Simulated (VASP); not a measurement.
# Al in VASP: notebook, part 2 of 2

VASP 6.6.1. The steps go on from the part before.

**3. Relaxation of the atoms, PBE+dDsC (the (1 1 1) slab of Al, cut from the database cell, not relaxed)**

The input, INCAR:

```
ALGO     = Normal         # electronic algorithm
DIPOL    = 0.5 0.5 0.500
EDIFF    = 1E-6           # SCF threshold, eV
EDIFFG   = -0.005         # ionic threshold
ENCUT    = 520            # plane-wave cutoff, eV
GGA      = PE             # functional
IBRION   = 2              # ionic algorithm
IDIPOL   = 3            
ISIF     = 2              # what is computed and relaxed
ISMEAR   = 0              # smearing method
IVDW     = 4              # dispersion correction
LASPH    = True           # aspherical terms in the spheres
LCHARG   = False          # write CHGCAR
LDIPOL   = True         
LREAL    = False          # projectors in reciprocal space
LWAVE    = False          # write WAVECAR
NELM     = 100            # most SCF steps
NSW      = 40             # ionic steps
PREC     = Accurate       # precision mode
SIGMA    = 0.05           # smearing width, eV
```

The input, KPOINTS:

```
k-points
0
Gamma
  11 11 1
```

The input, POSCAR:

```
Al
1.0
    2.8623399660      0.0000000000      0.0000000000
   -1.4311699830      2.4788591248      0.0000000000
    0.0000000000      0.0000000000     24.3483631827
Al
5
Selective dynamics
Direct
    0.6666666667      0.3333333333      0.3080289194  F F F
    0.3333333333      0.6666666667      0.4040144597  F F F
    0.0000000000      0.0000000000      0.5000000000  T T T
    0.6666666667      0.3333333333      0.5959855403  T T T
    0.3333333333      0.6666666667      0.6919710806  T T T
```

Potentials or basis: VASP PAW PBE potentials, release 64 (Al).

The run is started by

```console
$ cat potpaw_PBE.64/Al/POTCAR > POTCAR
$ mpirun -np 1 vasp_std > vasp.out
```

OUTCAR:

```text
EDIFF = 1E-6
   EDIFFG = -0.005
   ENCUT = 520
   GGA = PE
   IBRION = 2
   ISIF = 2
   ISMEAR = 0
   IVDW = 4
   LASPH = True
   LREAL = False
   NELM = 100
   NSW = 40
   PREC = Accurate
  IVDW =   4

 ion  position               nearest neighbor table
   1  0.667  0.333  0.308-   2 2.86   2 2.86   2 2.86
   2  0.333  0.667  0.404-   1 2.86   3 2.86   1 2.86   3 2.86   3 2.86   1 2.86
   3  0.000  0.000  0.500-   2 2.86   4 2.86   2 2.86   4 2.86   4 2.86   2 2.86
   4  0.667  0.333  0.596-   5 2.86   3 2.86   5 2.86   3 2.86   3 2.86   5 2.86
   5  0.333  0.667  0.692-   4 2.86   4 2.86   4 2.86

  LATTYP: Found a hexagonal cell.
 ALAT       =     2.8623399660
 C/A-ratio  =     8.5064539754

  Lattice vectors:

 A1 = (   2.8623399660,   0.0000000000,   0.0000000000)
 A2 = (  -1.4311699830,   2.4788591248,   0.0000000000)
 A3 = (   0.0000000000,   0.0000000000,  24.3483631827)

Analysis of symmetry for initial positions (statically):
=====================================================================
 Subroutine PRICEL returns:
 Original cell was already a primitive cell.

 Routine SETGRP: Setting up the symmetry group for a
 hexagonal supercell.

 Subroutine GETGRP returns: Found 12 space group operations
 (whereof 12 operations were pure point group operations)
 out of a pool of 24 trial point group operations.

The static configuration has the point symmetry D_3d.

Analysis of symmetry for dynamics (positions and initial velocities):
=====================================================================
 Subroutine PRICEL returns:
 Original cell was already a primitive cell.

 Routine SETGRP: Setting up the symmetry group for a
 hexagonal supercell.

 Subroutine GETGRP returns: Found 12 space group operations
 (whereof 12 operations were pure point group operations)
 out of a pool of 24 trial point group operations.

The dynamic configuration has the point symmetry D_3d.

Analysis of constrained symmetry for selective dynamics:
=====================================================================
 Subroutine PRICEL returns:
 Original cell was already a primitive cell.

 Routine SETGRP: Setting up the symmetry group for a
 hexagonal supercell.

 Subroutine GETGRP returns: Found  6 space group operations
 (whereof  6 operations were pure point group operations)
 out of a pool of 24 trial point group operations.

The constrained configuration has the point symmetry C_3v.

 Subroutine INISYM returns: Found  6 space group operations
 (whereof  6 operations are pure point group operations),
 and found     1 'primitive' translations

----------------------------------------------------------------------------------------

                                     Primitive cell

  volume of cell :     172.7599

  direct lattice vectors                    reciprocal lattice vectors
     2.862339966  0.000000000  0.000000000     0.349364510  0.201705694  0.000000000
    -1.431169983  2.478859125  0.000000000     0.000000000  0.403411388  0.000000000
     0.000000000  0.000000000 24.348363183     0.000000000  0.000000000  0.041070523

  length of vectors
     2.862339966  2.862339966 24.348363183     0.403411388  0.403411388  0.041070523

  position of ions in fractional coordinates (direct lattice)
     0.666666667  0.333333333  0.308028919
     0.333333333  0.666666667  0.404014460
     0.000000000  0.000000000  0.500000000
     0.666666667  0.333333333  0.595985540
     0.333333333  0.666666667  0.691971081

[... 76 lines left out ...]
   ISIF   =      2    stress and relaxation
   ISYM   =      2    0-nonsym 1-usesym 2-fastsym
   POTIM  = 0.5000    time-step for ionic-motion
   TEBEG  =    0.0;   TEEND  =   0.0 temperature during run
   PSTRESS=    0.0 pullay stress
   NELECT =      15.0000    total number of electrons
   NUPDOWN=      -1.0000    fix difference up-down
   EMIN   =  10.00;   EMAX   =-10.00  energy-range for DOS
   EFERMI =   0.00;   METHOD = LEGACY
   ISMEAR =     0;   SIGMA  =   0.05  broadening in eV -4-tet -1-fermi 0-gaus
   EFERMI_NEDOS =   21; number of points for ismear=-14 and -15
   IALGO  =     38    algorithm
   IMIX   =      4    mixing-type and parameters
     AMIX     =   0.40;   BMIX     =  1.00
     AMIX_MAG =   1.60;   BMIX_MAG =  1.00
  volume/ion in A,a.u.               =      34.55       233.17
  Fermi-wavevector in a.u.,A,eV,Ry     =   0.724921  1.369903  7.150013  0.525511
  Thomas-Fermi vector in A             =   1.815513
   LORBIT       =      0    0 simple, 1 ext, 2 COOP (PROOUT), +10 PAW based schemes
   GGA     = PE    functional components
   LHFCALC =     F    Hartree Fock is set to
   AEXX    =    0.0000 exact exchange contribution
   IVDW    =     4    specifies the selected vdW correction
   LEPSILON=     F    determine dielectric tensor
   LRPA    =     F    only Hartree local field effects (RPA)
 conjugate gradient relaxation of ions
 non-spin polarized calculation
 Gauss-broadening in eV      SIGMA  =   0.05
  energy-cutoff  :      520.00
  volume of cell :      172.76
 maximum number of plane-waves:      4687
 NGX is ok and might be reduce to    24
   NGX = 11   NGY = 11   NGZ = 91

--------------------------------------- Ionic step        1  -------------------------------------------

 number of electron      15.0000000 magnetization

 Free energy of the ion-electron system (eV)
  ---------------------------------------------------
  ext. energy  EPLUGINS =         0.00000000
  ---------------------------------------------------
  free energy    TOTEN  =       -17.98344815 eV

  energy without entropy =      -17.97982590  energy(sigma->0) =      -17.98163702

------------------------ aborting loop because EDIFF is reached ----------------------------------------

  dDsC method for vdW energy calculation

  Number of pair interactions contributing to vdW energy:   44608
[... 120 lines left out ...]
  FREE ENERGIE OF THE ION-ELECTRON SYSTEM (eV)
  ---------------------------------------------------
  free  energy   TOTEN  =       -18.7653505232 eV

  energy  without entropy=      -18.7619355672  energy(sigma->0) =      -18.76364305

[... ionic steps 4 to 8 ...]

--------------------------------------- Ionic step        9  -------------------------------------------

 number of electron      15.0000000 magnetization

------------------------ aborting loop because EDIFF is reached ----------------------------------------
[... 79 lines left out ...]
  FREE ENERGIE OF THE ION-ELECTRON SYSTEM (eV)
  ---------------------------------------------------
  free  energy   TOTEN  =       -18.7650193446 eV

  energy  without entropy=      -18.7607804007  energy(sigma->0) =      -18.76289987

 dipolmoment           0.000000      0.000000      0.000002 electrons x Angstroem

--------------------------------------- Ionic step       11  -------------------------------------------

 number of electron      15.0000000 magnetization

 dipolmoment           0.000000      0.000000     -0.000005 electrons x Angstroem

 Free energy of the ion-electron system (eV)
  ---------------------------------------------------
  ext. energy  EPLUGINS =         0.00000000
  ---------------------------------------------------
  free energy    TOTEN  =       -17.98377111 eV

  energy without entropy =      -17.97953069  energy(sigma->0) =      -17.98165090

 E-fermi :   1.7161     XC(G=0):  -5.6007

 val. band max:        1.6923376043   @ k =   0.3636   0.1818   0.0000
 cond. band min:       1.9005262964   @ k =   0.2727   0.1818   0.0000
 fundamental gap:      0.2081886922
 Fermi energy:         1.7161038043

 k-point     1 :       0.0000    0.0000    0.0000
  band No.  band energies     occupation
      1      -9.2080      2.00000
      2      -8.4298      2.00000
      3      -7.3152      2.00000
      4      -5.7932      2.00000
      5      -3.8020      2.00000
      6      -1.7983      2.00000
      7       0.7005      2.00000
      8       3.0462      0.00000
      9       4.8172      0.00000
     10       5.8020      0.00000
     11       6.0958      0.00000
[... 198 lines left out ...]
  band No.  band energies     occupation
      1      -2.0655      2.00000
      2      -2.0271      2.00000
      3      -1.3396      2.00000
      4      -1.2787      2.00000
      5      -0.4347      2.00000
      6      -0.1663      2.00000
      7       0.0117      2.00000
      8       0.6499      2.00000
      9       1.1335      2.00000
     10       1.2904      2.00000
     11       2.2428      0.00000

------------------------ aborting loop because EDIFF is reached ----------------------------------------

 vacuum level on the upper side and lower side of the slab       (xc-potential included)        -0.009        -0.009

  Hirshfeld-DOM and Hirshfeld charges and relative Volumes:
            ion         q(e)           q(e)           rel_vol
   -----------------------------------------------------------
      1     Al          0.006          0.006          1.068
      2     Al         -0.006         -0.007          1.041
      3     Al          0.001          0.001          1.041
      4     Al         -0.006         -0.007          1.040
      5     Al          0.006          0.006          1.068
[... 34 lines left out ...]
  FREE ENERGIE OF THE ION-ELECTRON SYSTEM (eV)
  ---------------------------------------------------
  free  energy   TOTEN  =       -18.7650728898 eV

  energy  without entropy=      -18.7608324772  energy(sigma->0) =      -18.76295268

 reached required accuracy - stopping structural energy minimisation

 vacuum level on the upper side and lower side of the slab         5.712         5.714
```

Wall time 7.9 min (1 thread of Intel Xeon Platinum 8375C at 2.90GHz (Ice Lake), shared host); peak memory 0.32 GiB.

Results:

```yaml
Free_energy: -18.7651 eV
Energy_gained_by_relaxing: 0.3 meV/atom
Ionic_steps: 11
Band_gap_on_the_k_mesh: none (metal or under the smearing width)
Dispersion_energy_per_atom: -0.156 eV
```

Step by step:
```
step  energy change (eV)  largest force (eV/Å)  pressure (GPa)
   1              0.0000                0.1414           -1.52
   2             -0.0007                0.1407           -1.52
   3             -0.0017                0.1373           -1.51
   4             -0.0022                0.1221           -1.49
   5             -0.0029                0.0732           -1.44
   6             -0.0019                0.1006           -1.33
   7             -0.0024                0.0751           -1.36
   8             -0.0025                0.0460           -1.31
   9             -0.0016                0.0318           -1.22
  10             -0.0013                0.0107           -1.20
  11             -0.0014                0.0098           -1.20
```

Final structure:
```cif
data_structure
_symmetry_space_group_name_H-M 'P 1'
_symmetry_Int_Tables_number 1
_cell_length_a 2.8623
_cell_length_b 2.8623
_cell_length_c 24.3484
_cell_angle_alpha 90.000
_cell_angle_beta 90.000
_cell_angle_gamma 120.000
_cell_volume 172.76
loop_
_atom_site_label
_atom_site_type_symbol
_atom_site_fract_x
_atom_site_fract_y
_atom_site_fract_z
_atom_site_occupancy
Al1 Al 0.66667 0.33333 0.30803 1
Al2 Al 0.33333 0.66667 0.40401 1
Al3 Al 0.00000 0.00000 0.49791 1
Al4 Al 0.66667 0.33333 0.59186 1
Al5 Al 0.33333 0.66667 0.68779 1
```
